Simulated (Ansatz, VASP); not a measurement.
One calculation of Re, two programs

```xyz
1
Lattice="2.7632 0.0000 0.0000 -1.3816 2.3930 0.0000 0.0000 0.0000 2.4666" Properties=species:S:1:pos:R:3 pbc="T T T"
Re    0.0000    0.0000    0.0000
```

Alike in both runs: functional PBE; k mesh 24 × 24 × 22; occupations gaussian, width 0.1 eV; no spin polarisation.

Ansatz relaxed the structure, and its values are those at the end. VASP's run is a single point on that final structure, the one shown.

```csv
,VASP,Ansatz
version,VASP 6.6.1,Ansatz 0.2.0
potentials or method,"VASP PAW PBE potentials, release 64 (Re)","scalar-relativistic, plane waves, PAW"
plane-wave cutoff (eV),520,420
valence electrons in the cell,7,15
```

Ansatz gave:

| Quantity | Value |
| --- | --- |
| gap on the k mesh at the Fermi level (eV) | none |
| pressure (GPa) | 0.0 |

Question: Which values does VASP return?

Answer: gap on the k mesh at the Fermi level (eV): none; pressure (GPa): -0.9.

A gap of «none» marks a metal or a gap that the smearing closes. The two sets of potentials don't hold the same shells in valence.

The runs have no spin-orbit coupling, so splittings on Re are missing.
